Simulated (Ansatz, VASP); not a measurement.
# Two plane-wave programs on Pd

Contents of INCAR:

```
SYSTEM = Pd
PREC     = Accurate       ! precision mode
ENCUT    = 520            ! plane-wave cutoff, eV
EDIFF    = 1E-6           ! SCF threshold, eV
ISMEAR   = 0              ! smearing method
SIGMA    = 0.1            ! smearing width, eV
LREAL    = .FALSE.        ! projectors in reciprocal space
LASPH    = .TRUE.         ! aspherical terms in the spheres
NELM     = 100            ! most SCF steps
ALGO     = Normal         ! electronic algorithm
ISIF     = 2              ! what is computed and relaxed
LWAVE    = .FALSE.        ! write WAVECAR
LCHARG   = .TRUE.         ! write CHGCAR
GGA      = PE             ! functional
LELF     = .TRUE.         ! ELF
LVHAR    = .TRUE.       
NBANDS   = 11             ! bands
```

KPOINTS

```
regular mesh
0
G
  18 18 18
  0 0 0
```

File POSCAR:

```
Pd
1.0
   -1.6149517446      1.6149517446      1.6149517446
    1.6149517446     -1.6149517446      1.6149517446
    1.6149517446      1.6149517446     -1.6149517446
Pd
1
Direct
    0.0000000000      0.0000000000      0.0000000000
```

Input for Ansatz:

```yaml
crystal:
  lattice:
    - [-1.6149517446, 1.6149517446, 1.6149517446]
    - [1.6149517446, -1.6149517446, 1.6149517446]
    - [1.6149517446, 1.6149517446, -1.6149517446]
  atoms:
    - { symbol: Pd, position: [0.0, 0.0, 0.0] }
basis:
  ecutwfc: 420
kpoints:
  mp_grid: { grid: [18, 18, 18] }
hamiltonian:
  xc: pbe
scf:
  occupations: { method: gaussian, width: 0.1 }
output:
  forces: true
  stress: true
  eigenvalues: true
  populations: true
```

Alike in both runs: task single point; functional PBE; k mesh 18 × 18 × 18; occupations gaussian, width 0.1 eV; no spin polarisation.

|  | VASP | Ansatz |
| --- | --- | --- |
| version | VASP 6.6.1 | Ansatz 0.2.0 |
| potentials or method | VASP PAW PBE potentials, release 64 (Pd) | scalar-relativistic, plane waves, PAW |
| plane-wave cutoff (eV) | 520 | 420 |
| valence electrons in the cell | 10 | 18 |

```csv
,VASP,Ansatz,Ansatz less VASP
gap on the k mesh at the Fermi level (eV),none,none,-
pressure (GPa),-11.4,-11.3,+0.18
```

A gap of «none» marks a metal or a gap that the smearing closes. The functional is the same, so the differences come from potentials, cutoffs and numerics. The two sets of potentials don't hold the same shells in valence.
